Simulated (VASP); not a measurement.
All values below come from PBE GGA, VASP's PBE PAW potentials (set 64) (plane waves; VASP).

VASP input:

### POSCAR
```
CoSb3
1
   -4.5265950000     4.5265950000     4.5265950000
    4.5265950000    -4.5265950000     4.5265950000
    4.5265950000     4.5265950000    -4.5265950000
Co Sb
4 12
Direct
  0.0000000000   0.0000000000   0.5000000000
  0.5000000000   0.5000000000   0.5000000000
  0.0000000000   0.5000000000   0.0000000000
  0.5000000000   0.0000000000   0.0000000000
  0.8412600000   0.1751100000   0.3338500000
  0.1587400000   0.8248900000   0.6661500000
  0.8412600000   0.5074100000   0.6661500000
  0.1587400000   0.4925900000   0.3338500000
  0.3338500000   0.8412600000   0.1751100000
  0.6661500000   0.1587400000   0.8248900000
  0.6661500000   0.8412600000   0.5074100000
  0.3338500000   0.1587400000   0.4925900000
  0.1751100000   0.3338500000   0.8412600000
  0.8248900000   0.6661500000   0.1587400000
  0.5074100000   0.6661500000   0.8412600000
  0.4925900000   0.3338500000   0.1587400000
```

**KPOINTS**
```
K-points
0
gamma
  4 4 4
```

INCAR:
```
# general
SYSTEM  = CoSb3
PREC    = Accurate
ENCUT   = 300
LREAL   = Auto
LASPH   = T

# electronic loop
EDIFF   = 1E-6
NELM    = 100
ALGO    = Normal
LMAXMIX = 4

# smearing
ISMEAR  = 0
SIGMA   = 0.2

# functional
GGA     = PE

# ions
ISIF    = 2

# output
LWAVE   = F
LCHARG  = F
```

POTCAR, in this order: Co Sb (PBE.64 set). Program: vasp_std.

Output of the run:

### OSZICAR
```
       N       E                     dE             d eps       ncg     rms          rms(c)
DAV:   1     0.477136755497E+03    0.47714E+03   -0.25179E+04   920   0.950E+02
DAV:   2    -0.291508801132E+02   -0.50629E+03   -0.49156E+03   944   0.269E+02
DAV:   3    -0.817610550317E+02   -0.52610E+02   -0.49707E+02  1152   0.924E+01
DAV:   4    -0.841850395818E+02   -0.24240E+01   -0.23900E+01  1088   0.207E+01
DAV:   5    -0.842923867010E+02   -0.10735E+00   -0.10709E+00  1230   0.444E+00    0.200E+01
DAV:   6    -0.969115988714E+02   -0.12619E+02   -0.11531E+02  1268   0.101E+02    0.336E+01
DAV:   7    -0.805988736774E+02    0.16313E+02   -0.58277E+01  1260   0.868E+01    0.111E+01
DAV:   8    -0.811895464294E+02   -0.59067E+00   -0.92068E+00  1157   0.114E+01    0.654E+00
DAV:   9    -0.807906437125E+02    0.39890E+00   -0.15765E+00  1259   0.114E+01    0.192E+00
DAV:  10    -0.807980663734E+02   -0.74227E-02   -0.68580E-02  1040   0.130E+00    0.138E+00
DAV:  11    -0.807976050526E+02    0.46132E-03   -0.12932E-02  1018   0.405E-01    0.437E-01
DAV:  12    -0.807978778140E+02   -0.27276E-03   -0.40448E-03  1287   0.508E-01    0.152E-01
DAV:  13    -0.807982598381E+02   -0.38202E-03   -0.98058E-04   962   0.165E-01    0.849E-02
DAV:  14    -0.807983120185E+02   -0.52180E-04   -0.35198E-04  1197   0.142E-01    0.373E-02
DAV:  15    -0.807983383493E+02   -0.26331E-04   -0.70777E-05   939   0.291E-02    0.297E-02
DAV:  16    -0.807983396465E+02   -0.12972E-05   -0.33389E-06   958   0.701E-03    0.169E-02
DAV:  17    -0.807983410600E+02   -0.14135E-05   -0.13825E-06   640   0.436E-03    0.476E-03
DAV:  18    -0.807983410963E+02   -0.36292E-07   -0.75186E-07   564   0.682E-03
   1 F= -.80798341E+02 E0= -.80794777E+02  d E =-.712850E-02
```

**OUTCAR**
```
------------------------ aborting loop because EDIFF is reached ----------------------------------------
  FORCE on cell =-STRESS in cart. coord.  units (eV):
  Direction    XX          YY          ZZ          XY          YZ          ZX
  --------------------------------------------------------------------------------------
  Total        4.0369878      4.0369878      4.0369878      0.0000000     -0.0000000      0.0000000
  in kB       17.4338422     17.4338422     17.4338422      0.0000000     -0.0000000      0.0000000
  external PRESSURE =      17.4338422 kB  Pullay stress =       0.0000000 kB
  volume of cell :      371.00
      direct lattice vectors                 reciprocal lattice vectors
    -4.526595000  4.526595000  4.526595000     0.000000000  0.110458303  0.110458303
     4.526595000 -4.526595000  4.526595000     0.110458303  0.000000000  0.110458303
     4.526595000  4.526595000 -4.526595000     0.110458303  0.110458303  0.000000000
 POSITION                                       TOTAL-FORCE (eV/Angst)
 -----------------------------------------------------------------------------------
      2.26330      2.26330     -2.26330        -0.000000      0.000000     -0.000000
      2.26330      2.26330      2.26330         0.000000     -0.000000      0.000000
      2.26330     -2.26330      2.26330         0.000000     -0.000000      0.000000
     -2.26330      2.26330      2.26330         0.000000     -0.000000     -0.000000
     -1.50419      4.52660      3.08949        -0.047142     -0.000000     -0.097973
      6.03078      0.00000      1.43710         0.047142      0.000000      0.097973
      1.50419      4.52660      3.08949         0.047142      0.000000     -0.097973
      3.02241      0.00000      1.43710        -0.047142     -0.000000      0.097973
      3.08949     -1.50419      4.52660        -0.097973     -0.047142     -0.000000
      1.43710      6.03078      0.00000         0.097973      0.047142      0.000000
      3.08949      1.50419      4.52660        -0.097973      0.047142      0.000000
      1.43710      3.02241      0.00000         0.097973     -0.047142     -0.000000
      4.52660      3.08949     -1.50419        -0.000000     -0.097973     -0.047142
      0.00000      1.43710      6.03078         0.000000      0.097973      0.047142
      4.52660      3.08949      1.50419         0.000000     -0.097973      0.047142
      0.00000      1.43710      3.02241        -0.000000      0.097973     -0.047142
 -----------------------------------------------------------------------------------
    total drift:                                0.000000      0.000000     -0.000000
  FREE ENERGIE OF THE ION-ELECTRON SYSTEM (eV)
  ---------------------------------------------------
  free  energy   TOTEN  =       -80.7983410963 eV

  energy  without entropy=      -80.7912125943  energy(sigma->0) =      -80.79477685
```
(Selected blocks of OUTCAR.)

OUTCAR:
```
 val. band max:        7.8522077066   @ k =   0.2500   0.2500   0.2500

 cond. band min:       8.2990541736   @ k =   0.0000   0.0000   0.0000


 Fermi energy:         8.2901286524

 k-point     1 :       0.0000    0.0000    0.0000
  band No.  band energies     occupation
      1      -4.3799      2.00000
      2      -1.8998      2.00000
      3      -1.8998      2.00000
      4      -1.3857      2.00000
      5      -1.3857      2.00000
      6      -1.3857      2.00000
      7      -1.0985      2.00000
      8      -1.0985      2.00000
      9      -1.0985      2.00000
     10      -0.4851      2.00000
     11      -0.4851      2.00000
     12      -0.4851      2.00000
     13       3.1859      2.00000
     14       3.4468      2.00000
     15       3.4468      2.00000
     16       4.4516      2.00000
     17       4.4516      2.00000
     18       4.4516      2.00000
     19       4.5739      2.00000
     20       4.5739      2.00000
     21       4.5739      2.00000
     22       4.9090      2.00000
     23       5.4818      2.00000
     24       5.4818      2.00000
     25       5.4818      2.00000
     26       6.3690      2.00000
     27       6.3690      2.00000
     28       6.4070      2.00000
     29       6.4070      2.00000
     30       6.4070      2.00000
     31       6.4767      2.00000
     32       6.4767      2.00000
     33       6.4767      2.00000
     34       6.6008      2.00000
     35       6.6008      2.00000
     36       6.6008      2.00000
     37       6.8592      2.00000
     38       6.8592      2.00000
     39       6.8592      2.00000
     40       6.9316      2.00000
     41       6.9316      2.00000
     42       6.9316      2.00000
     43       7.0010      2.00000
     44       7.0010      2.00000
     45       7.5093      2.00000
     46       7.5093      2.00000
     47       7.5918      2.00000
     48       8.2991      0.94968
     49       8.4743      0.19289
     50       8.4743      0.19289
     51       8.4743      0.19289
...
```

At this cut-off the stress carries a Pulay error, which pulls relaxed volumes low. Unless said otherwise, spin-orbit coupling is left out, though it shifts the bands of the heavy elements here.

The structure comes from a computed database's CoSb3 entry; how it stands against other phases isn't given here. The cell was not relaxed at this level. The run is one of a series of settings (ISMEAR = 0, SIGMA = 0.2 against the base run), some of them coarse on purpose. The run is not spin-polarised, so no magnetic state was tried.
